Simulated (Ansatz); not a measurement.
GeO$_{2}$ (rutile), relaxed and computed with several functionals in Ansatz (plane waves, PAW).

| functional | a (Å) | c (Å) | V (Å³/atom) | gap (eV) | B₀ by P(V) fit (GPa) |
|---|---|---|---|---|---|
| HSE06 | 4.409 | 2.862 | 9.27 | 3.82 | 239 |
| PBE | 4.487 | 2.905 | 9.75 | 1.23 | 188 |
| r²SCAN | 4.411 | 2.870 | 9.31 | 2.51 | 239 |
| LDA | 4.379 | 2.865 | 9.16 | 1.91 | 241 |
| PBEsol | 4.428 | 2.884 | 9.43 | 1.57 | 217 |

All cells were relaxed under the symmetry of their starts (and spin orders); stability against distortions was not tested throughout. Scalar-relativistic: spin–orbit coupling is off unless named, which matters more the heavier the elements.

Potentials: the later of the program's two PAW sets.

Ansatz (an electronic-structure program) is a plane-wave DFT program.
